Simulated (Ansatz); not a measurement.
The system is Sb.

```xyz
1
Lattice="-1.8713 1.8713 1.8713 1.8713 -1.8713 1.8713 1.8713 1.8713 -1.8713" Properties=species:S:1:pos:R:3 pbc="T T T"
Sb    0.0000    0.0000    0.0000
```

This isn't the form of Sb at room conditions, which is rhombohedral.

Base run:

```yaml
Program: Ansatz 0.2.0
Functional: LDA
Potentials_or_basis: Ansatz PAW
Cutoff: "420 eV (not typed: the program's choice for these potentials)"
k_mesh: 10 × 10 × 10
Occupations: fermi-dirac, width 0.05 eV
Spin: no spin polarisation
```

Its results: band gap on the k mesh none (metal or under the smearing width); pressure -1.2 GPa.

Q: After a change of settings the same cell gave: band gap on the k mesh none (metal or under the smearing width); pressure 9.0 GPa. Which change was it?
A. functional from LDA to revPBE
B. functional from LDA to PBEsol
C. functional from LDA to PBE
D. functional from LDA to BLYP

A: D.

BLYP binds less tightly than LDA, so the same cell stands under more pressure.

Caveats: spin-orbit coupling is left out, which moves the levels of the heavy elements; the PAW data sets come from PBE, with cores solved anew for the run's functional, which leaves a small shift of forces and pressure.
